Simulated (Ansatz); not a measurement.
BaTiO3:

```xyz
10
Lattice="-3.9998 0.0000 0.0000 0.0000 0.0000 -4.0180 0.0000 -7.9996 0.0000" Properties=species:S:1:pos:R:3 pbc="T T T"
Ba   -0.0058   -4.0605   -0.0926
Ba   -3.9940   -7.9389   -3.9254
Ti   -1.9212   -1.8863   -2.2629
Ti   -2.0786   -6.1133   -1.8998
O    -1.9751   -2.0651   -3.8813
O    -2.0247   -5.9345   -0.0081
O    -2.0303   -4.0593   -2.0063
O    -1.9695   -7.9401   -1.8911
O    -0.0609   -2.1690   -1.9624
O    -3.9389   -5.8306   -1.9350
```

- Program: Ansatz 0.2.0
- Task: relaxation of cell and atoms
- Functional: r2SCAN
- Dispersion: D3(BJ)
- Potentials or basis: Ansatz PAW
- Cutoff: 500 eV (not typed: the program's choice for these potentials)
- k mesh: 7 × 7 × 4
- Occupations: fermi-dirac, width 0.05 eV
- Spin: no spin polarisation

At the start: volume 12.86 Å³/atom.

Problem. Where does the relaxation end?

Solution. It ends after 9 steps and the volume is 12.83 Å³/atom (-0.2 %); space group Cmc2_1 (No. 36, to 0.05 Å).

Step by step:
| step | energy change (eV) | largest force (eV/Å) | volume (Å³) |
| --- | --- | --- | --- |
| 1 | 0.0000 | 6.8563 | 128.56 |
| 2 | -1.4858 | 2.5977 | 130.93 |
| 3 | -1.6592 | 0.2989 | 122.65 |
| 4 | -1.7423 | 0.2942 | 128.66 |
| 5 | -1.7613 | 0.1342 | 127.36 |
| 6 | -1.7897 | 0.0612 | 128.55 |
| 7 | -1.7913 | 0.0102 | 128.33 |
| 8 | -1.7914 | 0.0115 | 128.31 |
| 9 | -1.7913 | 0.0114 | 128.31 |

Final structure:
```
Ba Ti O
1.0
    -3.98297    0.00006    0.00249
     0.00250    0.00009   -3.98060
     0.00013   -8.09275    0.00019
Ba Ti O
2 2 6
Direct
  0.99806 0.99622 0.50451
  0.00193 0.99256 0.00449
  0.48710 0.50658 0.26227
  0.51293 0.48209 0.76227
  0.50575 0.98526 0.24633
  0.49424 0.00358 0.74632
  0.49974 0.49466 0.49052
  0.50026 0.49419 0.99054
  0.00970 0.48903 0.24637
  0.99029 0.49983 0.74638
```

Caveat: the plane-wave basis is chosen anew once the cell has moved, so the energies of steps on either side of that aren't comparable; the PAW data sets come from PBE, with cores solved anew for the run's functional, which leaves a small shift of forces and pressure; the dispersion damping was fitted for another functional or another form of the correction.
